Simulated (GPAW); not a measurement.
Runs of GPAW 26.7.0 on BP. It takes space group F-43m (No. 216, cubic). The conventional cell has a = 4.538 Å, b = 4.538 Å, c = 4.538 Å, α = 90.00°, β = 90.00°, γ = 90.00°. P (site symmetry -43m) is surrounded by 4 B at 1.97 Å. Around B (site symmetry -43m) lie 4 P at 1.97 Å. 

```tsv
task	level	potentials or basis	k mesh	cutoff (eV)	smearing	maxiter	ranks	response ecut	response k mesh	response bands	gap on the mesh (eV)	pressure (GPa)
single point	HSE06	GPAW PAW data sets (gpaw-data 1.2.1), pw	8 × 8 × 8	600	fermi-dirac 0.05 eV	60	8	-	-	-	2.05	-
dielectric tensor	PBE	GPAW PAW data sets (gpaw-data 1.2.1), pw	8 × 8 × 8	600	fermi-dirac 0.001 eV	150	-	80 eV	25 × 25 × 25	24	1.27	-
band structure	OLYP	PAW data sets generated in the run's folder for this functional, pw	10 × 10 × 10	800	fermi-dirac 0.05 eV	150	-	-	-	-	1.33	(b)
band structure	TASK	GPAW PAW data sets (gpaw-data 1.2.1), pw	10 × 10 × 10	800	fermi-dirac 0.05 eV	150	-	-	-	-	(a)	9.1
```

Alike in all rows: no spin polarisation; cell as given.

Task: Fill in the values left out.

Result: (a) 1.50; (b) 0.8.

Caveats: the PAW data sets were made with another functional, which shifts forces and pressure a little (some runs); the long-wavelength limit can be off by a per cent or two (some runs); an odd mesh through Γ misses points on the zone boundary, where band edges often lie (some runs).
